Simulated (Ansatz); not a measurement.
NaH, CsCl type was relaxed with 5 functionals in the PAW code Ansatz, cell and atoms free, the symmetry of the start kept (meshes: PBE 10×10×10, r2SCAN 8×8×8, PBEsol 8×8×8, LDA 8×8×8, HSE06 6×6×6). Note: simulated data, non-magnetic, for a generated structure that need not be the stable one.

The LDA result:
```cif
data_structure
_symmetry_space_group_name_H-M 'Pm-3m'
_symmetry_Int_Tables_number 221
_cell_length_a 2.8737
_cell_length_b 2.8737
_cell_length_c 2.8737
_cell_angle_alpha 90.000
_cell_angle_beta 90.000
_cell_angle_gamma 90.000
_cell_volume 23.73
loop_
_atom_site_label
_atom_site_type_symbol
_atom_site_symmetry_multiplicity
_atom_site_Wyckoff_symbol
_atom_site_fract_x
_atom_site_fract_y
_atom_site_fract_z
_atom_site_occupancy
Na1 Na 1 a 0.00000 0.00000 0.00000 1
H1 H 1 b 0.50000 0.50000 0.50000 1
```

It is cubic, Pm-3m (No. 221); conventional cell a = 2.874 Å, 11.87 Å³ an atom. Around Na lie 8 H at 2.49 Å; around H lie 8 Na at 2.49 Å.

Q: How does the cell change with r2SCAN?

A: a = 2.932 Å; the volume differs by +6.3 % from LDA's. Na is surrounded by 8 H at 2.54 Å; H is surrounded by 8 Na at 2.54 Å.

Q: What lattice does PBE give?

A: a = 2.965 Å; the volume differs by +9.8 % from LDA's. Na is surrounded by 8 H at 2.57 Å; H is surrounded by 8 Na at 2.57 Å.

Q: Held at the r2SCAN cell, what mean stress do LDA and PBE find, and does its sign point to their own minimum?

A: Yes. LDA -1.54 GPa, and its relaxed volume is -5.9 % from r2SCAN's; PBE +0.82 GPa, and its relaxed volume is +3.4 % from r2SCAN's. Compression counts positive, so a positive stress asks for a larger cell.
